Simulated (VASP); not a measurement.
Write the native input for VASP 6.6.1 that does the following.

```yaml
Task: single point
Functional: PBEsol
Potentials_or_basis: VASP PAW PBE potentials, release 64 (Te, Sn_d)
Cutoff: 750 eV
k_mesh: 8 × 8 × 8
Occupations: gaussian, width 0.02 eV
Spin: spin-orbit coupling, no magnetisation
Further_INCAR_settings: ALGO = Normal; EDIFF = 1e-08; NBANDS = 36
```

The structure of SnTe lies in POSCAR:

```
SnTe
1.0
    0.0000000000      3.6111460000      3.6111460000
    3.6111460000      0.0000000000      3.6111460000
    3.6111460000      3.6111460000      0.0000000000
Te Sn
1 1
Direct
    0.2500000000      0.2500000000      0.2500000000
    0.0000000000      0.0000000000      0.0000000000
```

Measurements of this composition are mostly on another form, of space group No. 225.

One way to write it, as run:

INCAR

```
SYSTEM = SnTe
  PREC = Accurate
  ENCUT = 750
  EDIFF = 1E-8
  ISMEAR = 0
  SIGMA = 0.02
  LREAL = .FALSE.
  LASPH = .TRUE.
  NELM = 100
  ALGO = Normal
  ISIF = 2
  LWAVE = .FALSE.
  LCHARG = .FALSE.
  MAGMOM = 0 0 0 0 0 0
  LORBIT = 11
  LSORBIT = .TRUE.
  GGA_COMPAT = .FALSE.
  GGA = PS
  NBANDS = 36
```

KPOINTS

```
Automatic mesh
0
G
  8 8 8
  0 0 0
```

Potentials or basis: VASP PAW PBE potentials, release 64 (Te, Sn_d).

The run is started by

```console
$ cat potpaw_PBE.64/Te/POTCAR potpaw_PBE.64/Sn_d/POTCAR > POTCAR
$ mpirun -np 1 vasp_ncl > vasp.out
```

It gave:

- Pressure: -1.4 GPa
- Valence electrons inside the program's atomic spheres: Te 3.35; Sn 12.05

Caveat: the PAW data sets were made with another functional, which shifts forces and pressure a little.

Wall time 8.2 min on 1 thread of AMD EPYC 9R45 (Zen 5), on a shared host, peak memory 0.93 GiB.
